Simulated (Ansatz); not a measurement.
# CuCl: response to strain

Aim: deform CuCl (zz strain of -1 %) and compute stress, forces and field gradients with LAPW, PAW and all-electron datasets made for the crystal.

Program: Ansatz 0.2.0. Level of theory: DFT LDA, scalar-relativistic. These are calculated values, not measurements.

2 further runs of the same task are left out: 2 set aside as unsound or not needed.

**1. Starting point**

The structure is cubic, space group F-43m (No. 216). The conventional cell has a = 5.420 Å, b = 5.420 Å, c = 5.420 Å, α = 90.00°, β = 90.00°, γ = 90.00°. Cu (site symmetry -43m) is surrounded by 4 Cl at 2.35 Å. Cl (site symmetry -43m) has 4 Cu at 2.35 Å as nearest neighbours.

As a file:

```
Cu Cl
1.0
     0.00000    2.71010    2.71010
     2.71010    0.00000    2.71010
     2.71010    2.71010    0.00000
Cu Cl
1 1
Direct
  0.00000 0.00000 0.00000
  0.75000 0.75000 0.75000
```

Atoms are numbered in the order of the input: Cu1, Cl2.

**2. The deformed structure**

Space group F-43m before, I-4m2 after.

**3. LAPW, all electrons**

Input file input.yaml:

```yaml
crystal:
  lattice:
    - [0.0, 2.7101, 2.682999]
    - [2.7101, 0.0, 2.682999]
    - [2.7101, 2.7101, 0.0]
  atoms:
    - { symbol: Cu, position: [0.0, 0.0, 0.0] }
    - { symbol: Cl, position: [0.75, 0.75, 0.75] }
kpoints:
  mp_grid: { grid: [11, 11, 11] }
  band_path:
    path:
      - [0.0, 0.0, 0.0]
      - [0.0, 0.5, 0.5]
      - [0.25, 0.75, 0.5]
      - [0.0, 0.5, 0.0]
      - [0.0, 0.0, 0.0]
      - [0.5, 0.5, 0.0]
      - [0.3775380063, 0.6224619937, 0.0]
      - [-0.3775380063, 0.3775380063, 0.0]
      - [0.0, 0.0, 0.0]
    npoints: 5
scf:
  occupations: { method: fermi_dirac, width: 0.03 }
hamiltonian:
  xc: lda
  pseudopotentials: { kind: all_electron, lapw: { basis_error: 0.00025 } }
output:
  forces: true
  stress: true
  eigenvalues: true
```

Command:

```bash
ansatz run input.yaml --threads 1 --pin off --max-ram 3072MiB --backend cpu --events-out ev --progress --plain --runs-dir out
```

**4. PAW on the default files**

Input file input.yaml:

```yaml
crystal:
  lattice:
    - [0.0, 2.7101, 2.682999]
    - [2.7101, 0.0, 2.682999]
    - [2.7101, 2.7101, 0.0]
  atoms:
    - { symbol: Cu, position: [0.0, 0.0, 0.0] }
    - { symbol: Cl, position: [0.75, 0.75, 0.75] }
kpoints:
  mp_grid: { grid: [11, 11, 11] }
scf:
  occupations: { method: fermi_dirac, width: 0.03 }
hamiltonian:
  xc: lda
  pseudopotentials: { kind: paw }
output:
  forces: true
  stress: true
  eigenvalues: true
  efg: { contact_densities: true }
```

**5. Datasets made for this crystal**

Changes to input.yaml since step 4:

```diff
@@ -14,3 +14,3 @@
   xc: lda
-  pseudopotentials: { kind: paw }
+  pseudopotentials: { kind: all_electron, datasets: crystal }
 output:
```

(Steps that only read results are left out.)

Q: Predict the outcome of this session. Wanted: pressure; largest shear or deviatoric stress.

As calculated:

| quantity | value |
| --- | --- |
| pressure | LAPW -6.18, PAW -6.19, crystal datasets -6.17 GPa |
| largest shear or deviatoric stress (LAPW) | 0.13 GPa |

What this shows: Against the undeformed cell the largest change of stress is +0.53 GPa, in the zz component, with the atoms carried along and not relaxed. PAW: stress within 0.02 GPa of LAPW. Crystal datasets: stress within 0.01 GPa of LAPW.
